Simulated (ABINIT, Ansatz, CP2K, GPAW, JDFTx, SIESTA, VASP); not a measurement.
# ZrB2: 7 runs at one level of theory

```xyz
3
Lattice="3.1700 0.0000 0.0000 -1.5850 2.7453 0.0000 0.0000 0.0000 3.5330" Properties=species:S:1:pos:R:3 pbc="T T T"
Zr    0.0000    0.0000    0.0000
B     1.5850    0.9151    1.7665
B     0.0000    1.8302    1.7665
```

Alike in all runs: task single point; functional PBEsol; k mesh 10 × 10 × 8; occupations fermi-dirac, width 0.05 eV; no spin polarisation; no spin-orbit coupling. Pressure is positive in compression and, in plane waves, holds the error of the finite cutoff.

```csv
program and potentials,plane-wave cutoff (eV),notes,pressure (GPa)
"ABINIT, PseudoDojo NC SR PBEsol v0.4.1 standard",1034,-,-3.74
"CP2K, POTENTIAL_UZH Zr GTH-PBE-q12, B GTH-PBE-q3; TZVP-MOLOPT-PBE-GTH basis",-,atomic basis; potentials made for PBE,-1.54
"GPAW, PAW data sets generated for this functional",800,-,-4.84
"Ansatz, all-electron LAPW, scalar-relativistic",-,-,-4.05
"SIESTA, files PseudoDojo sr-pbesol-0.4.1-standard, DZP (energy shift 0.003 Ry; two zetas on semicore shells)",-,atomic basis,-2.81
"JDFTx, PseudoDojo-SR-PBEsol-0.4.1-standard with smoothed tails",1034,-,-3.74
"VASP, PBE PAW files B, Zr_sv, 520 eV",520,potentials made for PBE,?
```

Question: Estimate from the other rows what the run with VASP, PBE PAW files B, Zr_sv, 520 eV gave.

Answer: Pressure -3.75 GPa. The other rows, which needn't bracket it: pressure -4.84 to -1.54.
